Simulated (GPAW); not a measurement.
# black phosphorene monolayer in an electric field, part 2 of 2

Wanted: the out-of-plane polarisability of black phosphorene monolayer.

GPAW 26.7.0; GPAW, PAW setups; layer in a repeated cell with vacuum, relaxation of atoms and in-plane cell (the session's first sound run).

So far, dipole along the normal (e·Å): step 2 (relaxing the atoms) 2.6e-5; step 3 (the slab's potential) 3.5e-4; step 4 (In a field) -0.0768.

## (5) Field on

Level of this step: GPAW, PAW setups; slab in vacuum (GPAW).

The input, run.py:

```python
import json
import numpy as np
from ase import Atoms
from gpaw import GPAW, PW
from gpaw.external import ConstantElectricField

slab = Atoms(
    ['P', 'P', 'P', 'P'],
    positions=[
        [0.40951, -0.00000, 8.00020],
        [1.90352, 1.65303, 8.00000],
        [4.21326, -0.00000, 10.11053],
        [2.71925, 1.65303, 10.11073]],
    cell=[[4.62277, 0.0, 0.0], [-0.0, 3.30606, 0.0], [0.0, 0.0, 18.1107]],
    pbc=[True, True, False])

slab.calc = GPAW(mode=PW(400), xc='PBE', kpts={'size': (6, 8, 1), 'gamma': True},
                 occupations={'name': 'fermi-dirac', 'width': 0.05}, nbands='160%',
                 convergence={'density': 1e-05}, maxiter=200,
                 poissonsolver={'dipolelayer': 'xy'},
                 external=ConstantElectricField(-0.1, [0, 0, 1]),
                 symmetry={'tolerance': 1e-3}, txt='slab.txt')
result = {}
energy = slab.get_potential_energy()
fermi = slab.calc.get_fermi_level()
v = slab.calc.get_electrostatic_potential().mean((0, 1)) - fermi
n = slab.calc.get_pseudo_density().mean((0, 1))
L = slab.cell[2, 2]
z = np.arange(len(v)) * L / len(v)
low, high = slab.positions[:, 2].min(), slab.positions[:, 2].max()
below, above = np.interp([low - 5.8, high + 5.8], z, v)
slopes = [np.interp(x, z, np.gradient(v, z)) for x in (low - 5.8, high + 5.8)]
eps = np.array([[slab.calc.get_eigenvalues(k, s) for k in range(len(slab.calc.get_ibz_k_points()))]
                for s in range(slab.calc.get_number_of_spins())]) - fermi
top, bottom = eps[eps < 0].max(), eps[eps > 0].min()
dipole = slab.get_dipole_moment()[2]
print(f'energy {energy:.4f} eV, Fermi level {fermi:.4f} eV, dipole {dipole:.5f} e A')
print(f'potential 5.8 A off the faces, from the Fermi level: lower {below:.4f} eV, upper {above:.4f} eV')
print(f'slope of the potential there: lower {slopes[0]:.5f}, upper {slopes[1]:.5f} eV/A')
print(f'nearest levels on the mesh: {top:.4f} and {bottom:.4f} eV')
print('magnetic moment', round(slab.get_magnetic_moment(), 3))
result.update(energy=energy, fermi=fermi, dipole=dipole, below=below, above=above, slopes=slopes, edges=[top, bottom],
              z=z.tolist(), v=v.tolist(), n=n.tolist(), positions=slab.positions.tolist(),
              forces=slab.get_forces(apply_constraint=False).tolist(), moments=slab.get_magnetic_moments().tolist())
json.dump(result, open('result.json', 'w'))
```

On the command line:

```sh
$ OMP_NUM_THREADS=1 OPENBLAS_NUM_THREADS=1 python run.py
```

Log:

```text
energy -21.2933 eV, Fermi level -1.5286 eV, dipole -0.03838 e A
potential 5.8 A off the faces, from the Fermi level: lower 4.3599 eV, upper 4.8143 eV
slope of the potential there: lower 0.00006, upper -0.00005 eV/A
nearest levels on the mesh: -0.4624 and 0.4394 eV
magnetic moment 0.0
```

Elapsed: 70 s, on 1 thread of Arm Neoverse N1, shared host; peak memory 0.23 GiB.

Numbers from this step:

| Property | Result |
| --- | --- |
| dipole along the normal | -0.03838 e·Å |
| levels nearest the Fermi level on the mesh | -0.4624, 0.4394 eV from the Fermi level |
| potential below the slab, the applied field's own ramp left out | 4.360 eV from the Fermi level |
| potential above the slab, the applied field's own ramp left out | 4.814 eV from the Fermi level |

The electrostatic potential energy of an electron (without an applied field's), less the Fermi level, planar mean by z:

```
z (Å)  electrostatic potential energy of an electron (without an applied field's), less the Fermi level, planar mean (eV)
  0.0                                                                                                                4.59
  0.5                                                                                                                4.36
  1.0                                                                                                                4.36
  1.5                                                                                                                4.36
  2.0                                                                                                                4.36
  2.5                                                                                                                4.36
  3.0                                                                                                                4.36
  3.5                                                                                                                4.36
  4.0                                                                                                                4.36
  4.5                                                                                                                4.36
  5.0                                                                                                                4.35
  5.5                                                                                                                4.33
  6.0                                                                                                                4.22
  6.5                                                                                                                3.71
  7.0                                                                                                                1.45
  7.5                                                                                                               -7.25
  8.0                                                                                                               -19.6
  8.5                                                                                                               -8.01
  9.0                                                                                                              -0.810
  9.5                                                                                                               -5.24
 10.0                                                                                                               -18.5
 10.5                                                                                                               -10.3
 11.0                                                                                                               0.706
 11.5                                                                                                                3.86
 12.0                                                                                                                4.60
 12.5                                                                                                                4.77
 13.0                                                                                                                4.80
 13.5                                                                                                                4.81
 14.0                                                                                                                4.81
 14.5                                                                                                                4.81
 15.0                                                                                                                4.81
 15.5                                                                                                                4.81
 16.0                                                                                                                4.81
 16.5                                                                                                                4.81
 17.0                                                                                                                4.81
 17.5                                                                                                                4.81
 18.0                                                                                                                4.66
```

The dipole is now -0.0384 e Å, against 3.5e-4 in the run without a field.

## (6) In a field

Changes to run.py since step 5:

```diff
@@ -20,3 +20,3 @@
                  poissonsolver={'dipolelayer': 'xy'},
-                 external=ConstantElectricField(-0.1, [0, 0, 1]),
+                 external=ConstantElectricField(-0.05, [0, 0, 1]),
                  symmetry={'tolerance': 1e-3}, txt='slab.txt')
```

Log:

```text
energy -21.2918 eV, Fermi level -1.5282 eV, dipole -0.01919 e A
potential 5.8 A off the faces, from the Fermi level: lower 4.4729 eV, upper 4.7001 eV
slope of the potential there: lower 0.00006, upper -0.00006 eV/A
nearest levels on the mesh: -0.4625 and 0.4395 eV
magnetic moment 0.0
```

It took 67 s on 1 thread; peak memory 0.23 GiB.

The electrostatic potential energy of an electron (without an applied field's), less the Fermi level, planar mean by z:

| z (Å) | electrostatic potential energy of an electron (without an applied field's), less the Fermi level, planar mean (eV) |
| --- | --- |
| 0 | 4.59 |
| 1 | 4.47 |
| 2 | 4.47 |
| 3 | 4.47 |
| 4 | 4.47 |
| 5 | 4.47 |
| 6 | 4.33 |
| 7 | 1.55 |
| 8 | -19.5 |
| 9 | -0.808 |
| 10 | -18.6 |
| 11 | 0.617 |
| 12 | 4.49 |
| 13 | 4.69 |
| 14 | 4.70 |
| 15 | 4.70 |
| 16 | 4.70 |
| 17 | 4.70 |
| 18 | 4.62 |

## (7) Field on

Changes to run.py since step 6:

```diff
@@ -20,3 +20,3 @@
                  poissonsolver={'dipolelayer': 'xy'},
-                 external=ConstantElectricField(-0.05, [0, 0, 1]),
+                 external=ConstantElectricField(0.05, [0, 0, 1]),
                  symmetry={'tolerance': 1e-3}, txt='slab.txt')
```

Log:

```text
energy -21.2918 eV, Fermi level -1.5282 eV, dipole 0.01919 e A
potential 5.8 A off the faces, from the Fermi level: lower 4.7001 eV, upper 4.4729 eV
slope of the potential there: lower 0.00006, upper -0.00006 eV/A
nearest levels on the mesh: -0.4625 and 0.4395 eV
magnetic moment 0.0
```

Elapsed: 67 s, on 1 thread; peak memory 0.23 GiB.

## (8) Field on

Changes to run.py since step 7:

```diff
@@ -20,3 +20,3 @@
                  poissonsolver={'dipolelayer': 'xy'},
-                 external=ConstantElectricField(0.05, [0, 0, 1]),
+                 external=ConstantElectricField(0.1, [0, 0, 1]),
                  symmetry={'tolerance': 1e-3}, txt='slab.txt')
```

Log:

```text
energy -21.2933 eV, Fermi level -1.5286 eV, dipole 0.03838 e A
potential 5.8 A off the faces, from the Fermi level: lower 4.8143 eV, upper 4.3599 eV
slope of the potential there: lower 0.00005, upper -0.00006 eV/A
nearest levels on the mesh: -0.4624 and 0.4394 eV
magnetic moment 0.0
```

Run time: 70 s. Hardware: 1 thread; peak memory 0.23 GiB.

The dipole is now 0.0384 e Å, against 3.5e-4 in the run without a field.

## (9) In a field

Changes to run.py since step 8:

```diff
@@ -20,3 +20,3 @@
                  poissonsolver={'dipolelayer': 'xy'},
-                 external=ConstantElectricField(0.1, [0, 0, 1]),
+                 external=ConstantElectricField(0.2, [0, 0, 1]),
                  symmetry={'tolerance': 1e-3}, txt='slab.txt')
```

Log:

```text
energy -21.2990 eV, Fermi level -1.5304 eV, dipole 0.07678 e A
potential 5.8 A off the faces, from the Fermi level: lower 5.0440 eV, upper 4.1350 eV
slope of the potential there: lower 0.00005, upper -0.00006 eV/A
nearest levels on the mesh: -0.4619 and 0.4388 eV
magnetic moment 0.0
```

Run time: 75 s. Hardware: 1 thread; peak memory 0.23 GiB.

Electrostatic potential energy of an electron (without an applied field's), less the Fermi level, planar mean against z:

| z (Å) | electrostatic potential energy of an electron (without an applied field's), less the Fermi level, planar mean (eV) |
| --- | --- |
| 0.0 | 4.59 |
| 0.5 | 5.04 |
| 1.0 | 5.04 |
| 1.5 | 5.04 |
| 2.0 | 5.04 |
| 2.5 | 5.04 |
| 3.0 | 5.04 |
| 3.5 | 5.04 |
| 4.0 | 5.04 |
| 4.5 | 5.04 |
| 5.0 | 5.04 |
| 5.5 | 5.01 |
| 6.0 | 4.88 |
| 6.5 | 4.34 |
| 7.0 | 2.01 |
| 7.5 | -6.81 |
| 8.0 | -19.3 |
| 8.5 | -7.85 |
| 9.0 | -0.793 |
| 9.5 | -5.37 |
| 10.0 | -18.8 |
| 10.5 | -10.7 |
| 11.0 | 0.169 |
| 11.5 | 3.24 |
| 12.0 | 3.94 |
| 12.5 | 4.09 |
| 13.0 | 4.13 |
| 13.5 | 4.13 |
| 14.0 | 4.13 |
| 14.5 | 4.14 |
| 15.0 | 4.14 |
| 15.5 | 4.14 |
| 16.0 | 4.13 |
| 16.5 | 4.13 |
| 17.0 | 4.13 |
| 17.5 | 4.13 |
| 18.0 | 4.44 |

The dipole is now 0.0768 e Å, against 3.5e-4 in the run without a field.

## (10) In a field

Changes to run.py since step 9:

```diff
@@ -20,3 +20,3 @@
                  poissonsolver={'dipolelayer': 'xy'},
-                 external=ConstantElectricField(0.2, [0, 0, 1]),
+                 external=ConstantElectricField(0.3, [0, 0, 1]),
                  symmetry={'tolerance': 1e-3}, txt='slab.txt')
```

Log:

```text
energy -21.3086 eV, Fermi level -1.5335 eV, dipole 0.11520 e A
potential 5.8 A off the faces, from the Fermi level: lower 5.2755 eV, upper 3.9116 eV
slope of the potential there: lower 0.00005, upper -0.00006 eV/A
nearest levels on the mesh: -0.4610 and 0.4379 eV
magnetic moment 0.0
```

The job ended after 76 s (1 thread; peak memory 0.23 GiB).

Table of electrostatic potential energy of an electron (without an applied field's), less the Fermi level, planar mean by z:

| z (Å) | electrostatic potential energy of an electron (without an applied field's), less the Fermi level, planar mean (eV) |
| --- | --- |
| 0.0 | 4.59 |
| 0.5 | 5.28 |
| 1.0 | 5.28 |
| 1.5 | 5.28 |
| 2.0 | 5.28 |
| 2.5 | 5.28 |
| 3.0 | 5.28 |
| 3.5 | 5.28 |
| 4.0 | 5.27 |
| 4.5 | 5.27 |
| 5.0 | 5.27 |
| 5.5 | 5.24 |
| 6.0 | 5.11 |
| 6.5 | 4.55 |
| 7.0 | 2.20 |
| 7.5 | -6.67 |
| 8.0 | -19.2 |
| 8.5 | -7.79 |
| 9.0 | -0.787 |
| 9.5 | -5.41 |
| 10.0 | -18.9 |
| 10.5 | -10.9 |
| 11.0 | -0.00858 |
| 11.5 | 3.04 |
| 12.0 | 3.73 |
| 12.5 | 3.87 |
| 13.0 | 3.90 |
| 13.5 | 3.91 |
| 14.0 | 3.91 |
| 14.5 | 3.91 |
| 15.0 | 3.91 |
| 15.5 | 3.91 |
| 16.0 | 3.91 |
| 16.5 | 3.91 |
| 17.0 | 3.91 |
| 17.5 | 3.91 |
| 18.0 | 4.37 |

The dipole is now 0.115 e Å, against 3.5e-4 in the run without a field.

## (11) The series

The members are put on one axis.

This step: induced dipole against applied field (GPAW 26.7.0).

Dipole along the normal against field:

```
field (V/Å)  dipole along the normal (e·Å)
     -0.200                        -0.0768
     -0.100                        -0.0384
     -0.050                        -0.0192
      0.000                         3.5e-4
      0.050                         0.0192
      0.100                         0.0384
      0.200                         0.0768
      0.300                          0.115
```

## (12) Results

```json
{"work function, both faces (Fermi level placed in the gap by the smearing)": "4.58 eV", "ionisation energy from the upper face (highest filled level on the mesh)": "5.05 eV", "electron affinity from the upper face (lowest empty Kohn-Sham level on the mesh)": "4.14 eV", "dipole along the normal": "3.5e-4 e Å", "induced dipole per field": "0.384 e Å per V/Å", "out-of-plane polarisability per area, α/(ε0 A)": "4.55 Å"}
```

The field induces 0.384 e Å per V/Å, a polarisable thickness α/(ε0 A) of 4.55 Å beside 2.11 Å between the outermost nuclei. A perfect conductor would give the distance between its two image planes; a dielectric of thickness t gives t(1 - 1/ε). The levels nearest the Fermi level on the mesh lie 0.902 eV apart, so the slab is gapped there: the smearing puts the Fermi level inside the gap, and from either face the ionisation energy is the work function plus 0.46 eV. Both are Kohn-Sham levels on the mesh, and semilocal gaps are too small, so the affinity tends to come out too large and the ionisation energy too small. The induced dipole is linear in the field over this range. The small printed dipole stands for a step of -4.2 meV from the lower to the upper face, and the probes find -3.8 meV; values this small are near the numerical noise of both. The layer's cell and atoms come from the relaxation; spin-orbit coupling and temperature are left out.

[Logs are printed without paths, hosts, clocks, repeated set-up lines and the standing remarks that a program may print on its own settings, such as how far it seeks lower states.]

[Hosts, paths, dates, database ids (printed as entryN), source tags and the programs' standing remarks are cut or masked in the printed files.]
